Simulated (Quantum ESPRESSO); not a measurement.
NbP:

```
Nb P
1.0
    -1.67492    1.67492    5.74011
     1.67492   -1.67492    5.74011
     1.67492    1.67492   -5.74011
Nb P
2 2
Direct
  0.24988 0.74988 0.50000
  0.49988 0.49988 0.00000
  0.83275 0.33275 0.50000
  0.08275 0.08275 0.00000
```

The cell is a database's computed one.

Base run:

| Item | Value |
| --- | --- |
| Program | Quantum ESPRESSO 7.5 |
| Functional | PBEsol |
| Potentials or basis | GBRV 1.5 PBEsol |
| Cutoff | 612 eV |
| Density cutoff | 4898 eV |
| k mesh | 11 × 11 × 11 |
| Occupations | fermi-dirac, width 0.05 eV |
| Spin | no spin polarisation |

Its results: band gap on the k mesh none (metal or under the smearing width); pressure -6.7 GPa; largest force 0.017 eV/Å.

Q: The run is repeated on the same cell with these changes: hubbard terms from none to Nb d U = 4 eV. What comes out?

A: Band gap on the k mesh none (metal or under the smearing width); pressure -4.9 GPa; largest force 0.017 eV/Å.

Caveats: U without spin polarisation on a metal has little footing (some runs); the U is typed as a test and isn't derived for this compound (some runs).
